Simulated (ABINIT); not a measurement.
Crystal: CeO.

```
CELL_PARAMETERS angstrom
0.00000 2.63318 2.63318
2.63318 0.00000 2.63318
2.63318 2.63318 0.00000
ATOMIC_POSITIONS crystal
Ce 0.00000 0.00000 0.00000
O 0.25000 0.25000 0.25000
```

The cell comes from a database or a generator and needn't be the stable form of this composition.

Program: ABINIT 10.8.3 (patched build). Alike in all runs: task single point; potentials or basis Ansatz PAW PBE default generated set, frozen core; spin collinear, ferromagnetic start; cell as given; k mesh 6 × 6 × 6; smearing gaussian 0.05 eV. Hardware: 1 thread of Arm Neoverse V2, with other jobs on the host.

Task: Order these runs on this cell by their wall time, lowest first.
A. level LDA+U; U Ce f U = 8 eV; cutoff (eV) 435; fine-grid cutoff 870.764 eV
B. level r2SCAN+U; U Ce f U = 1 eV; cutoff (eV) 463; fine-grid cutoff 925.187 eV
C. level PBE+U; U Ce f U = 8 eV; cutoff (eV) 435; fine-grid cutoff 870.764 eV

Result: A (30 s), C (65 s), B (260 s).

Caveats: the magnetic or orbital state may not be the lowest; the atomic spheres overlap.
